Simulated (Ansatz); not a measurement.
**Sensitivity of the gradients in AlP with an Al vacancy to the input**

Cell: a supercell of AlP (zinc blende type, F-43m) built from a structure deposited in the COD (the entry's cell lengths or inner coordinates differ somewhat from later room-temperature determinations), with all atoms left at the host's positions.

```
CELL_PARAMETERS angstrom
0.00000 8.17650 8.17650
8.17650 0.00000 8.17650
8.17650 8.17650 0.00000
ATOMIC_POSITIONS crystal
Al 0.00000 0.00000 0.33333
Al 0.00000 0.00000 0.66667
Al 0.00000 0.33333 0.00000
Al 0.00000 0.33333 0.33333
Al 0.00000 0.33333 0.66667
Al 0.00000 0.66667 0.00000
Al 0.00000 0.66667 0.33333
Al 0.00000 0.66667 0.66667
Al 0.33333 0.00000 0.00000
Al 0.33333 0.00000 0.33333
Al 0.33333 0.00000 0.66667
Al 0.33333 0.33333 0.00000
Al 0.33333 0.33333 0.33333
Al 0.33333 0.33333 0.66667
Al 0.33333 0.66667 0.00000
Al 0.33333 0.66667 0.33333
Al 0.33333 0.66667 0.66667
Al 0.66667 0.00000 0.00000
Al 0.66667 0.00000 0.33333
Al 0.66667 0.00000 0.66667
Al 0.66667 0.33333 0.00000
Al 0.66667 0.33333 0.33333
Al 0.66667 0.33333 0.66667
Al 0.66667 0.66667 0.00000
Al 0.66667 0.66667 0.33333
Al 0.66667 0.66667 0.66667
P 0.08333 0.08333 0.08333
P 0.08333 0.08333 0.41667
P 0.08333 0.08333 0.75000
P 0.08333 0.41667 0.08333
P 0.08333 0.41667 0.41667
P 0.08333 0.41667 0.75000
P 0.08333 0.75000 0.08333
P 0.08333 0.75000 0.41667
P 0.08333 0.75000 0.75000
P 0.41667 0.08333 0.08333
P 0.41667 0.08333 0.41667
P 0.41667 0.08333 0.75000
P 0.41667 0.41667 0.08333
P 0.41667 0.41667 0.41667
P 0.41667 0.41667 0.75000
P 0.41667 0.75000 0.08333
P 0.41667 0.75000 0.41667
P 0.41667 0.75000 0.75000
P 0.75000 0.08333 0.08333
P 0.75000 0.08333 0.41667
P 0.75000 0.08333 0.75000
P 0.75000 0.41667 0.08333
P 0.75000 0.41667 0.41667
P 0.75000 0.41667 0.75000
P 0.75000 0.75000 0.08333
P 0.75000 0.75000 0.41667
P 0.75000 0.75000 0.75000
```

Atom numbers follow the list; atoms alike are taken as one site, whose name carries the number of the first.

Reference run. All values are calculated (Ansatz; DFT, PBE, plane waves and PAW, scalar-relativistic, 420 eV cutoff, Γ-centred 2×2×2 k-points, Fermi–Dirac smearing 0.01 eV, cell charge -3), not measured.

**Question.** The input is changed as follows: `scf.initial_density.chi_scale`: not typed → 0.0; `hamiltonian.xc`: pbe → revpbe. What happens to V_zz (10²¹ V/m²) and η?

**Answer.** 

| site | atom | V_zz reference | η reference | V_zz changed | η changed |
| --- | --- | --- | --- | --- | --- |
| Al1 | 1 | -1.09 | 0.53 | -1.09 | 0.52 |
| Al4 | 4 | 0.33 | 0.00 | 0.33 | 0.00 |
| Al8 | 8 | 0.27 | 0.00 | 0.27 | 0.00 |
| Al14 | 14 | -0.18 | 0.73 | -0.18 | 0.73 |
| P27 | 27 | -5.38 | 0.00 | -5.43 | 0.00 |
| P28 | 28 | -2.02 | 0.33 | -1.99 | 0.33 |
| P32 | 32 | 0.93 | 0.11 | 0.93 | 0.11 |
| P40 | 40 | -0.100 | 0.00 | -0.10 | 0.00 |

The largest change of V_zz is on P27, from -5.38 to -5.43. In per cent, |V_zz| changes by 0 on Al, -1 to +1 on P (all sites that start above 0.5). Sites without a gradient aren't listed. SCF iterations: 8 and 9.

On the reference run: The defect repeats with the cell of 53 atoms, so it feels its images: sites between two images don't show the values beside a lone defect, and zeros or small values of η there can come from the images' arrangement. A uniform background compensates the cell's charge. With a gap of 0.2 eV on this mesh, small gradients can still move by 0.1 × 10²¹ V/m² or more as the k-mesh gets denser. The neighbours have not yet relaxed around the defect (largest force 1.2 eV/Å), so a real crystal will differ.
